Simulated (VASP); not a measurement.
## TaN: single point with LDA+U

The system is TaN.

```
CELL_PARAMETERS angstrom
3.04800 0.00000 0.00000
-1.52400 2.63965 0.00000
0.00000 0.00000 4.91800
ATOMIC_POSITIONS crystal
Ta 0.00000 0.00000 0.00000
Ta 0.00000 0.00000 0.50000
N 0.33333 0.66667 0.25000
N 0.66667 0.33333 0.75000
```

```
Program                : VASP 6.6.1
Task                   : single point
Functional             : LDA
Potentials or basis    : VASP PAW LDA potentials, release 64 (Ta_pv, N)
Cutoff                 : 520 eV
k mesh                 : 7 × 7 × 4
Occupations            : gaussian, width 0.05 eV
Spin                   : collinear spin, antiferromagnetic start
Starting moments       : [0.5, -0.5, 0.0, 0.0] μB
Hubbard terms          : Ta d U = 6 eV
Further INCAR settings : ALGO = Fast; EDIFF = 1e-06
```

```
Pressure                                              : 65.8 GPa
Band gap on the k mesh                                : none (metal or under the smearing width)
Net moment                                            : 0.00 μB per cell
Valence electrons inside the program's atomic spheres : Ta 9.23; N 3.82
```

Stress tensor (GPa, compression positive):
```
 35.52   0.00   0.00
  0.00  35.52   0.00
  0.00   0.00 126.34
```

Levels at points of the mesh, in eV from the Fermi level:
Spin up:
```tsv
k point	band 13	band 14	band 15	band 16	band 17	band 18	band 19	band 20
(0.00, 0.00, 0.00)	-4.06	-4.06	-4.05	-1.67	-1.67	-0.30	-0.30	2.35
(0.00, 0.00, 0.50)	-6.48	-6.48	-0.45	-0.45	0.18	0.18	0.18	0.18
```
Spin down:
| k point | band 12 | band 13 | band 14 | band 15 | band 16 | band 17 | band 18 | band 19 | band 20 |
| --- | --- | --- | --- | --- | --- | --- | --- | --- | --- |
| (0.00, 0.00, 0.00) | -5.69 | -4.06 | -4.06 | -4.05 | -1.67 | -1.67 | -0.30 | -0.30 | 2.35 |
| (0.00, 0.00, 0.50) | -6.48 | -6.48 | -6.48 | -0.45 | -0.45 | 0.18 | 0.18 | 0.18 | 0.18 |

Eigenvalues of the final occupation matrices:
```tsv
site	spin	trace	eigenvalues
site 1 d	1	1.31	0.21 0.21 0.25 0.25 0.40
site 1 d	2	1.31	0.21 0.21 0.25 0.25 0.40
site 2 d	1	1.31	0.21 0.21 0.25 0.25 0.40
site 2 d	2	1.31	0.21 0.21 0.25 0.25 0.40
```

It took 25 s on 1 thread of Intel(R) Xeon(R) Platinum 8488C (Sapphire Rapids) (shared host), peak memory 0.16 GiB.

Caveat: a pressure of tens of GPa on the cell as given is suspect, and the run, the potentials or the cell itself is likely at fault. The state reached can hang on the start; a lower one may exist.
